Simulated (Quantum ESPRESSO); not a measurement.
# Sb (Fm-3m) in Quantum ESPRESSO: notebook

The runs below take Sb through single point, equation of state, with PBEsol.

Everything below comes from runs of Quantum ESPRESSO 7.5. Logs are shortened: lines on timing, memory, paths and dates and some standing lists are left out, and cuts for length are marked.

## 1. Starting point

Symmetry: Fm-3m, No. 225, cubic system. Conventional cell: a = 4.742 Å, b = 4.742 Å, c = 4.742 Å, α = 90.00°, β = 90.00°, γ = 90.00°. Around Sb (site symmetry m-3m) lie 12 Sb at 3.35 Å.

This isn't the form of Sb at room conditions, which is rhombohedral.

## 2. Single point, PBEsol, 25.07 Å³/atom

File pw.in:

```
&CONTROL
  calculation = 'scf'
  prefix = 'pwscf'
  outdir = './tmp'
  pseudo_dir = './pseudo'
  tstress = .true.
  disk_io = 'nowf'
/
&SYSTEM
  ibrav = 0
  nat = 1
  ntyp = 1
  ecutwfc = 45
  ecutrho = 360
  nbnd = 13
  occupations = 'smearing'
  smearing = 'fd'
  degauss = 0.00367493
/
&ELECTRONS
  conv_thr = 2d-10
  electron_maxstep = 120
  mixing_beta = 0.5
/
ATOMIC_SPECIES
Sb   121.7600 sb_pbesol_v1.4.uspp.F.UPF
CELL_PARAMETERS angstrom
   0.0000000000    2.3228362346    2.3228362346
   2.3228362346    0.0000000000    2.3228362346
   2.3228362346    2.3228362346    0.0000000000
ATOMIC_POSITIONS crystal
Sb     0.0000000000    0.0000000000    0.0000000000
K_POINTS automatic
10 10 10 0 0 0
```

Potentials or basis: GBRV 1.5 PBEsol.

Command:

```bash
> OMP_NUM_THREADS=1 mpirun -n 2 pw.x -nk 2 -in pw.in > pw.out
```

pw.out:

```text
This program is part of the open-source Quantum ESPRESSO suite
     for quantum simulation of materials; please cite
         "P. Giannozzi et al., J. Phys.:Condens. Matter 21 395502 (2009);
         "P. Giannozzi et al., J. Phys.:Condens. Matter 29 465901 (2017);
         "P. Giannozzi et al., J. Chem. Phys. 152 154105 (2020);
     in publications or presentations arising from this work. More details at

     Message from routine setup:
     using ibrav=0 with symmetry is DISCOURAGED, use correct ibrav instead

     K-points division:     npool     =       2
     Subspace diagonalization in iterative solution of the eigenvalue problem:
     a serial algorithm will be used

     G-vector sticks info
     --------------------
     sticks:   dense  smooth     PW     G-vecs:    dense   smooth      PW
     Sum         955     475    151                19579     6855    1243

     Using Slab Decomposition

     bravais-lattice index     =            0
     lattice parameter (alat)  =       6.2077  a.u.
     unit-cell volume          =     169.1540 (a.u.)^3
     number of atoms/cell      =            1
     number of atomic types    =            1
     number of electrons       =        15.00
     number of Kohn-Sham states=           13
     kinetic-energy cutoff     =      45.0000  Ry
     charge density cutoff     =     360.0000  Ry
     scf convergence threshold =      2.0E-10
     mixing beta               =       0.5000
     number of iterations used =            8  plain     mixing
     Exchange-correlation= SLA  PW   PSX  PSC
                           (   1   4  10   8   0   0   0)

     celldm(1)=   6.207725  celldm(2)=   0.000000  celldm(3)=   0.000000
     celldm(4)=   0.000000  celldm(5)=   0.000000  celldm(6)=   0.000000

     crystal axes: (cart. coord. in units of alat)
               a(1) = (   0.000000   0.707107   0.707107 )
               a(2) = (   0.707107   0.000000   0.707107 )
               a(3) = (   0.707107   0.707107   0.000000 )

     reciprocal axes: (cart. coord. in units 2 pi/alat)
               b(1) = ( -0.707107  0.707107  0.707107 )
               b(2) = (  0.707107 -0.707107  0.707107 )
               b(3) = (  0.707107  0.707107 -0.707107 )

     PseudoPot. # 1 for Sb read from file:
     sb_pbesol_v1.4.uspp.F.UPF
     Pseudo is Ultrasoft + core correction, Zval = 15.0
     Generated by new atomic code, or converted to UPF format
     Using radial grid of  891 points,  6 beta functions with:
                l(1) =   0
                l(2) =   0
                l(3) =   1
                l(4) =   1
                l(5) =   2
                l(6) =   2
     Q(r) pseudized with  8 coefficients,  rinner =    1.350   1.350   1.350
                                                       1.350   1.350

     atomic species   valence    mass     pseudopotential
     Sb               15.00   121.76000     Sb( 1.00)

     48 Sym. Ops., with inversion, found

   Cartesian axes

     site n.     atom                  positions (alat units)
         1        Sb     tau(   1) = (   0.0000000   0.0000000   0.0000000  )

     number of k points=    47  Fermi-Dirac smearing, width (Ry)=  0.0037
                       cart. coord. in units 2pi/alat
        k(    1) = (   0.0000000   0.0000000   0.0000000), wk =   0.0020000
        k(    2) = (   0.0707107   0.0707107  -0.0707107), wk =   0.0160000
        k(    3) = (   0.1414214   0.1414214  -0.1414214), wk =   0.0160000
        k(    4) = (   0.2121320   0.2121320  -0.2121320), wk =   0.0160000
        k(    5) = (   0.2828427   0.2828427  -0.2828427), wk =   0.0160000
        k(    6) = (  -0.3535534  -0.3535534   0.3535534), wk =   0.0080000
[... 39 lines left out ...]
        k(   46) = (  -0.0707107  -0.3535534   0.6363961), wk =   0.0480000
        k(   47) = (  -0.7071068   0.2828427   0.0000000), wk =   0.0240000

     Dense  grid:    19579 G-vectors     FFT dimensions: (  40,  40,  40)

     Smooth grid:     6855 G-vectors     FFT dimensions: (  27,  27,  27)

     Check: negative core charge=   -0.000003

     Initial potential from superposition of free atoms

     starting charge      14.0000, renormalised to      15.0000
     Starting wfcs are    9 randomized atomic wfcs +    4 random wfcs

     Self-consistent Calculation

     iteration #  1     ecut=    45.00 Ry     beta= 0.50
     Davidson diagonalization with overlap
     ethr =  1.00E-02,  avg # of iterations =  5.7

     total energy              =    -184.38666253 Ry
     estimated scf accuracy    <       0.98494043 Ry

     iteration #  2     ecut=    45.00 Ry     beta= 0.50
     Davidson diagonalization with overlap
     ethr =  6.57E-03,  avg # of iterations =  2.0
[... 36 lines left out ...]
     total energy              =    -184.58035394 Ry
     estimated scf accuracy    <          2.0E-09 Ry

     iteration #  8     ecut=    45.00 Ry     beta= 0.50
     Davidson diagonalization with overlap
     ethr =  1.34E-11,  avg # of iterations =  2.2

     End of self-consistent calculation

          k = 0.0000 0.0000 0.0000 (   869 PWs)   bands (ev):

   -16.3932 -16.3932 -16.3932 -16.3428 -16.3428  -0.6311  18.7383  18.7383
    18.7383  23.3730  23.7376  23.7376  23.7376

          k = 0.0707 0.0707-0.0707 (   881 PWs)   bands (ev):

   -16.3922 -16.3881 -16.3881 -16.3425 -16.3425  -0.4195  16.8699  18.4544
    18.4544  22.2523  24.2360  24.2360  25.8900

          k = 0.1414 0.1414-0.1414 (   875 PWs)   bands (ev):
[... 131 lines left out ...]
   -16.4361 -16.3967 -16.3012 -16.2862 -16.2820   4.8534   8.3681  12.1727
    13.5148  17.5127  19.0157  31.6496  32.4449

          k = 0.0000-0.5657 0.5657 (   862 PWs)   bands (ev):

   -16.4216 -16.3825 -16.3087 -16.2995 -16.2880   5.4407   8.1937  10.2847
    13.8719  17.8062  21.8158  30.7524  30.8072

          k =-0.7071 0.0000 0.0000 (   846 PWs)   bands (ev):

   -16.4446 -16.4024 -16.2953 -16.2777 -16.2777   5.3661   7.5737  13.2917
    13.2917  17.1396  17.5692  33.5229  34.6455

          k = 0.2828 0.1414 0.0000 (   864 PWs)   bands (ev):

   -16.4004 -16.3700 -16.3554 -16.3519 -16.3186   0.7728  13.6032  14.6673
    17.3578  21.4014  21.9663  25.5370  26.6089

          k = 0.3536 0.2121-0.0707 (   859 PWs)   bands (ev):

   -16.3939 -16.3750 -16.3560 -16.3335 -16.3042   1.7991  11.0153  13.8253
    16.4707  21.1035  22.9234  24.6831  26.7182

          k =-0.2828-0.4243 0.5657 (   867 PWs)   bands (ev):
[... 41 lines left out ...]
   -16.4112 -16.3811 -16.3209 -16.3064 -16.2833   5.1015   8.6534  10.6332
    12.7687  19.4176  21.9851  27.5755  30.0697

          k =-0.0000-0.4243 0.5657 (   859 PWs)   bands (ev):

   -16.3990 -16.3563 -16.3369 -16.3217 -16.2905   5.1826   9.1039   9.3037
    13.3425  19.9312  25.0518  26.6678  27.1835

          k =-0.7071 0.1414 0.0000 (   854 PWs)   bands (ev):

   -16.4293 -16.3948 -16.3023 -16.2942 -16.2777   5.4567   7.8844  12.0704
    12.3458  18.7903  19.2727  30.6790  31.0731

          k =-0.1414-0.4243 0.7071 (   872 PWs)   bands (ev):

   -16.3860 -16.3800 -16.3423 -16.3111 -16.2900   4.5566   9.3664  10.5545
    12.5854  21.7933  22.7847  24.7718  29.3656

          k =-0.0707-0.3536 0.6364 (   864 PWs)   bands (ev):

   -16.3822 -16.3654 -16.3504 -16.3216 -16.2836   5.2860   8.8031  10.1246
    12.0662  22.0366  23.9185  25.4503  26.5667

          k =-0.7071 0.2828 0.0000 (   876 PWs)   bands (ev):

   -16.3885 -16.3792 -16.3368 -16.3171 -16.2779   5.6199   8.7984  10.2533
    11.3310  21.8259  22.5415  26.4242  26.9181

     the Fermi energy is    12.8643 ev

!    total energy              =    -184.58035394 Ry
     estimated scf accuracy    <          9.0E-12 Ry
     smearing contrib. (-TS)   =      -0.00046937 Ry
     internal energy E=F+TS    =    -184.57988457 Ry

     The total energy is F=E-TS. E is the sum of the following terms:
     one-electron contribution =     -66.58450144 Ry
     hartree contribution      =      43.13272112 Ry
     xc contribution           =     -43.62175362 Ry
     ewald contribution        =    -117.50635063 Ry

     convergence has been achieved in   8 iterations

     Computing stress (Cartesian axis) and pressure

          total   stress  (Ry/bohr**3)                   (kbar)     P=       28.19
   0.00019165  -0.00000000  -0.00000000           28.19       -0.00       -0.00
  -0.00000000   0.00019165  -0.00000000           -0.00       28.19       -0.00
  -0.00000000  -0.00000000   0.00019165           -0.00       -0.00       28.19

=------------------------------------------------------------------------------=
   JOB DONE.
=------------------------------------------------------------------------------=
```

Run time: 12 s. Hardware: 2 MPI ranks of Intel Xeon Platinum 8259CL at 2.50GHz (Skylake/Cascade Lake), shared host; peak memory 0.16 GiB.

What came out:

```
Free energy            : -2511.3437 eV
Pressure               : 2.8 GPa
Band gap on the k mesh : none (metal or under the smearing width)
```

## 3. Single point, PBEsol, 25.60 Å³/atom

pw.in, as its differences from that of step 2:

```diff
@@ -27,5 +27,5 @@
 CELL_PARAMETERS angstrom
-   0.0000000000    2.3228362346    2.3228362346
-   2.3228362346    0.0000000000    2.3228362346
-   2.3228362346    2.3228362346    0.0000000000
+   0.0000000000    2.3391947752    2.3391947752
+   2.3391947752    0.0000000000    2.3391947752
+   2.3391947752    2.3391947752    0.0000000000
 ATOMIC_POSITIONS crystal
```

Potentials or basis: GBRV 1.5 PBEsol.

Command:

```bash
> OMP_NUM_THREADS=1 mpirun -n 2 pw.x -nk 2 -in pw.in > pw.out
```

Wall time 13 s (2 MPI ranks of Intel Xeon Platinum 8259CL at 2.50GHz (Skylake/Cascade Lake), shared host); peak memory 0.18 GiB.

Results (log left out):

- Free energy: -2511.3514 eV
- Pressure: 1.3 GPa
- Band gap on the k mesh: none (metal or under the smearing width)

## 4. Single point, PBEsol, 26.13 Å³/atom

pw.in, as its differences from that of step 3:

```diff
@@ -27,5 +27,5 @@
 CELL_PARAMETERS angstrom
-   0.0000000000    2.3391947752    2.3391947752
-   2.3391947752    0.0000000000    2.3391947752
-   2.3391947752    2.3391947752    0.0000000000
+   0.0000000000    2.3553276627    2.3553276627
+   2.3553276627    0.0000000000    2.3553276627
+   2.3553276627    2.3553276627    0.0000000000
 ATOMIC_POSITIONS crystal
```

Command:

```bash
> OMP_NUM_THREADS=1 mpirun -n 2 pw.x -nk 2 -in pw.in > pw.out
```

Wall time 12 s (2 MPI ranks of Intel Xeon Platinum 8259CL at 2.50GHz (Skylake/Cascade Lake), shared host); peak memory 0.16 GiB.

The run converged. Its results:

| Property | Result |
| --- | --- |
| Free energy | -2511.3542 eV |
| Pressure | -0.1 GPa |
| Band gap on the k mesh | none (metal or under the smearing width) |

## 5. Single point, PBEsol, 26.67 Å³/atom

pw.in, as its differences from that of step 4:

```diff
@@ -27,5 +27,5 @@
 CELL_PARAMETERS angstrom
-   0.0000000000    2.3553276627    2.3553276627
-   2.3553276627    0.0000000000    2.3553276627
-   2.3553276627    2.3553276627    0.0000000000
+   0.0000000000    2.3712425216    2.3712425216
+   2.3712425216    0.0000000000    2.3712425216
+   2.3712425216    2.3712425216    0.0000000000
 ATOMIC_POSITIONS crystal
```

Command:

```bash
> OMP_NUM_THREADS=1 mpirun -n 2 pw.x -nk 2 -in pw.in > pw.out
```

Run time: 12 s. Hardware: 2 MPI ranks of Intel Xeon Platinum 8259CL at 2.50GHz (Skylake/Cascade Lake), shared host; peak memory 0.18 GiB.

Results (log left out):

- Free energy: -2511.3527 eV
- Pressure: -1.3 GPa
- Band gap on the k mesh: none (metal or under the smearing width)

## 6. Single point, PBEsol, 27.20 Å³/atom

pw.in, as its differences from that of step 5:

```diff
@@ -27,5 +27,5 @@
 CELL_PARAMETERS angstrom
-   0.0000000000    2.3712425216    2.3712425216
-   2.3712425216    0.0000000000    2.3712425216
-   2.3712425216    2.3712425216    0.0000000000
+   0.0000000000    2.3869465721    2.3869465721
+   2.3869465721    0.0000000000    2.3869465721
+   2.3869465721    2.3869465721    0.0000000000
 ATOMIC_POSITIONS crystal
```

Potentials or basis: GBRV 1.5 PBEsol.

Command:

```bash
> OMP_NUM_THREADS=1 mpirun -n 2 pw.x -nk 2 -in pw.in > pw.out
```

Wall time 9.6 s (2 MPI ranks of Intel Xeon Platinum 8259CL at 2.50GHz (Skylake/Cascade Lake), shared host); peak memory 0.18 GiB.

It converged, with:

```yaml
Free_energy: -2511.3472 eV
Pressure: -2.5 GPa
Band_gap_on_the_k_mesh: none (metal or under the smearing width)
```

## 7. Single point, PBEsol, 27.73 Å³/atom

pw.in, as its differences from that of step 6:

```diff
@@ -27,5 +27,5 @@
 CELL_PARAMETERS angstrom
-   0.0000000000    2.3869465721    2.3869465721
-   2.3869465721    0.0000000000    2.3869465721
-   2.3869465721    2.3869465721    0.0000000000
+   0.0000000000    2.4024466595    2.4024466595
+   2.4024466595    0.0000000000    2.4024466595
+   2.4024466595    2.4024466595    0.0000000000
 ATOMIC_POSITIONS crystal
```

Command:

```bash
> OMP_NUM_THREADS=1 mpirun -n 2 pw.x -nk 2 -in pw.in > pw.out
```

It took 12 s on 2 MPI ranks of Intel Xeon Platinum 8259CL at 2.50GHz (Skylake/Cascade Lake), shared host; peak memory 0.18 GiB.

The run converged. Its results:

```yaml
Free_energy: -2511.3381 eV
Pressure: -3.6 GPa
Band_gap_on_the_k_mesh: none (metal or under the smearing width)
```

## 8. Single point, PBEsol, 28.27 Å³/atom

pw.in, as its differences from that of step 7:

```diff
@@ -27,5 +27,5 @@
 CELL_PARAMETERS angstrom
-   0.0000000000    2.4024466595    2.4024466595
-   2.4024466595    0.0000000000    2.4024466595
-   2.4024466595    2.4024466595    0.0000000000
+   0.0000000000    2.4177492801    2.4177492801
+   2.4177492801    0.0000000000    2.4177492801
+   2.4177492801    2.4177492801    0.0000000000
 ATOMIC_POSITIONS crystal
```

Command:

```bash
> OMP_NUM_THREADS=1 mpirun -n 2 pw.x -nk 2 -in pw.in > pw.out
```

It took 8.4 s on 2 MPI ranks of Intel Xeon Platinum 8259CL at 2.50GHz (Skylake/Cascade Lake), shared host; peak memory 0.18 GiB.

The run converged. Its results:

* Free energy: -2511.3255 eV
* Pressure: -4.5 GPa
* Band gap on the k mesh: none (metal or under the smearing width)

## 9. Equation of state, PBEsol

Potentials or basis: GBRV 1.5 PBEsol.

This step only gathers the single runs of the series.

What came out:

| Property | Result |
| --- | --- |
| Equilibrium volume | 26.21 Å³/atom |
| Bulk modulus | 64 GPa |
| Pressure derivative of the bulk modulus | 3.3 (rough: it moves with the points fitted) |

Energy against volume, from the lowest point:
| volume (Å³/atom) | energy (meV/atom) |
| --- | --- |
| 25.066 | 10.53 |
| 25.599 | 2.81 |
| 26.133 | 0.00 |
| 26.666 | 1.48 |
| 27.199 | 6.96 |
| 27.733 | 16.11 |
| 28.266 | 28.70 |

Spin-orbit coupling is left out, which matters for the levels of Sb.
